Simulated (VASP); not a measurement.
VASP 6.6.1 run: Si

INCAR

```
NBANDS = 11
SIGMA = 0.005
LCHARG = .FALSE.
NELM = 120
NSW = 40
EDIFFG = -5E-3
EDIFF = 1E-7
LWAVE = .FALSE.
ENCUT = 600
PREC = Accurate
LASPH = .TRUE.
IBRION = 2
ISIF = 3
LREAL = .FALSE.
GGA = PS
ISMEAR = 2
```

KPOINTS

```
KPOINTS created by Atomic Simulation Environment
0
Gamma
8 8 8
0 0 0
```

POSCAR

```
Si
 1.0000000000000000
     0.0000000000000000    2.7351466448759321    2.7351466448759321
     2.7351466448759316    0.0000000000000000    2.7351466448759321
     2.7351466448759316    2.7351466448759321    0.0000000000000000
 Si
   2
Cartesian
 -0.0000000000000000  0.0000000000000000 -0.0000000000000000
  1.3675733224379658  1.3675733224379660  1.3675733224379660
```

The recommended PBE PAW datasets give the neutral cell 8 valence electrons.

Command

```
mpirun -np 1 vasp_std
```

OSZICAR

```
N       E                     dE             d eps       ncg     rms          rms(c)
DAV:   1     0.779539028100E+01    0.77954E+01   -0.34710E+03   638   0.630E+02
DAV:   2    -0.110394052003E+02   -0.18835E+02   -0.17823E+02   794   0.901E+01
DAV:   3    -0.116908238475E+02   -0.65142E+00   -0.64919E+00   821   0.138E+01
DAV:   4    -0.116961942912E+02   -0.53704E-02   -0.53696E-02   756   0.156E+00
DAV:   5    -0.116962455944E+02   -0.51303E-04   -0.51303E-04   806   0.146E-01    0.483E+00
DAV:   6    -0.115513022088E+02    0.14494E+00   -0.75988E-02   721   0.110E+00    0.289E+00
DAV:   7    -0.114842544684E+02    0.67048E-01   -0.13792E-01   722   0.158E+00    0.166E-01
DAV:   8    -0.114848728223E+02   -0.61835E-03   -0.56051E-03   722   0.415E-01    0.789E-02
DAV:   9    -0.114849424005E+02   -0.69578E-04   -0.96052E-05   829   0.646E-02    0.547E-02
DAV:  10    -0.114849533079E+02   -0.10907E-04   -0.94957E-06   735   0.172E-02    0.517E-03
...
   2 F= -.11487183E+02 E0= -.11487183E+02  d E =-.222992E-02
       N       E                     dE             d eps       ncg     rms          rms(c)
DAV:   1    -0.114900809796E+02   -0.28979E-02   -0.32412E-02   686   0.787E-01    0.171E-01
DAV:   2    -0.114894389438E+02    0.64204E-03   -0.76007E-04   709   0.143E-01    0.110E-01
DAV:   3    -0.114891107619E+02    0.32818E-03   -0.65493E-04   677   0.101E-01    0.292E-02
DAV:   4    -0.114891102470E+02    0.51490E-06   -0.12558E-05   710   0.217E-02    0.264E-02
DAV:   5    -0.114891070652E+02    0.31817E-05   -0.93023E-07   695   0.556E-03    0.583E-03
DAV:   6    -0.114891071791E+02   -0.11380E-06   -0.39058E-08   391   0.120E-03    0.185E-03
DAV:   7    -0.114891071966E+02   -0.17534E-07   -0.69707E-09   349   0.555E-04
   3 F= -.11489107E+02 E0= -.11489107E+02  d E =-.415405E-02
```

Standard output (part)

```
POSCAR found type information on POSCAR Si
 POSCAR found :  1 types and       2 ions
 LDA part: xc-table for (Slater+PW92), standard interpolation
 POSCAR, INCAR and KPOINTS ok, starting setup
 WAVECAR not read
 entering main loop
 curvature:   0.00 expect dE= 0.000E+00 dE for cont linesearch  0.000E+00
 search vector abs. value=  0.137E-01
 bond charge predicted
 trial-energy change:   -0.002230  1 .order   -0.002054   -0.013703    0.009596
 bond charge predicted
 curvature:  -0.29 expect dE=-0.133E-07 dE for cont linesearch -0.133E-07
 search vector abs. value=  0.454E-07
 reached required accuracy - stopping structural energy minimisation
```

From OUTCAR

```
k-points           NKPTS =     29   k-points in BZ     NKDIM =     29   number of bands    NBANDS=     11

   NELECT =       8.0000    total number of electrons

   dimension x,y,z NGX =    32 NGY =   32 NGZ =   32
   dimension x,y,z NGXF=    64 NGYF=   64 NGZF=   64

  energy-cutoff  :      600.00
  volume of cell :       40.16
      direct lattice vectors                 reciprocal lattice vectors
     0.000000000  2.717948197  2.717948197    -0.183962299  0.183962299  0.183962299
     2.717948197 -0.000000000  2.717948197     0.183962299 -0.183962299  0.183962299
     2.717948197  2.717948197  0.000000000     0.183962299  0.183962299 -0.183962299

 k-points in reciprocal lattice and weights: KPOINTS created by Atomic Simulation Env
   0.00000000  0.00000000  0.00000000       0.002
   0.12500000  0.00000000  0.00000000       0.016
   0.25000000  0.00000000  0.00000000       0.016
   0.37500000  0.00000000  0.00000000       0.016
   0.50000000  0.00000000  0.00000000       0.008
   0.12500000  0.12500000  0.00000000       0.012
   0.25000000  0.12500000  0.00000000       0.047
   0.37500000  0.12500000  0.00000000       0.047
   ...

 E-fermi :   5.8281

 k-point     1 :       0.0000    0.0000    0.0000
  band No.  band energies     occupation
      1      -6.2083      2.00000
      2       5.7627      2.00000
      3       5.7627      2.00000
      4       5.7627      2.00000
      5       8.2781      0.00000
      6       8.2781      0.00000
      7       8.2781      0.00000
      8       9.0543      0.00000
      9      13.4487      0.00000
     10      13.4487      0.00000
     11      13.4610      0.00000

 k-point     2 :       0.1250    0.0000    0.0000
  band No.  band energies     occupation
      1      -6.0038      2.00000
      2       4.1507      2.00000
      3       5.4709      2.00000
      4       5.4709      2.00000
      5       8.1998      0.00000
      6       8.7050      0.00000
      7       8.7050      0.00000
      8      10.4066      0.00000
      9      12.9450      0.00000
     10      12.9450      0.00000
     11      14.2668      0.00000

 k-point     3 :       0.2500    0.0000    0.0000
  band No.  band energies     occupation
      1      -5.4071      2.00000
      2       1.8155      2.00000
      3       4.9990      2.00000
      4       4.9990      2.00000
      5       7.7137      0.00000
      6       9.2179      0.00000
      7       9.2179      0.00000
      8      12.5874      0.00000
      9      12.8916      0.00000
     10      12.8916      0.00000
     11      14.5365      0.00000

 k-point     4 :       0.3750    0.0000    0.0000
  band No.  band energies     occupation
      1      -4.5097      2.00000
      2      -0.2101      2.00000
      3       4.6728      2.00000
      4       4.6728      2.00000
      5       7.3464      0.00000
      6       9.1513      0.00000
      7       9.1513      0.00000
      8      13.4434      0.00000
      9      14.2821      0.00000
     10      14.2821      0.00000
     11      15.3069      0.00000

 k-point     5 :       0.5000    0.0000    0.0000
  band No.  band energies     occupation
      1      -3.8656      2.00000
      2      -1.2393      2.00000
      3       4.5615      2.00000
      4       4.5615      2.00000
      5       7.2178      0.00000
      6       9.0361      0.00000
      7       9.0361      0.00000
      8      13.2719      0.00000
      9      16.2649      0.00000
     10      16.2649      0.00000
     11      16.9600      0.00000

 ...

  Total        0.0007910      0.0007910      0.0007910      0.0000000     -0.0000000      0.0000000
  in kB        0.0315591      0.0315591      0.0315591      0.0000000     -0.0000000      0.0000000
  external PRESSURE =       0.0315591 kB  Pullay stress =       0.0000000 kB

 POSITION                                       TOTAL-FORCE (eV/Angst)
 -----------------------------------------------------------------------------------
      0.00000      0.00000      0.00000         0.000000      0.000000      0.000000
      1.35897      1.35897      1.35897        -0.000000     -0.000000     -0.000000
 -----------------------------------------------------------------------------------
    total drift:                               -0.000000     -0.000000      0.000000

  FREE ENERGIE OF THE ION-ELECTRON SYSTEM (eV)
  ---------------------------------------------------
  free  energy   TOTEN  =       -11.4891071966 eV

  energy  without entropy=      -11.4891071966  energy(sigma->0) =      -11.48910720
```

```json
{"ionic step": "1", "ΔE (meV/atom)": "0.0", "volume (Å³)": "40.92", "largest force (eV/Å)": "0.000", "pressure (GPa)": "-1.70", "electronic steps": "12"}
{"ionic step": "2", "ΔE (meV/atom)": "-1.1", "volume (Å³)": "39.65", "largest force (eV/Å)": "0.000", "pressure (GPa)": "1.23", "electronic steps": "7"}
{"ionic step": "3", "ΔE (meV/atom)": "-2.1", "volume (Å³)": "40.16", "largest force (eV/Å)": "0.000", "pressure (GPa)": "0.00", "electronic steps": "7"}
```

It converged. Results: relaxed cell vector lengths 3.844, 3.844, 3.844 Å; relaxed cell volume 40.16 Å³.

For comparison, a separate PBEsol relaxation on usual settings, not on those above, ends at 40.16 Å³.

The run above took about 10 s on one core of a shared host (Intel Xeon 6975P-C) and held 0.18 GiB at most.
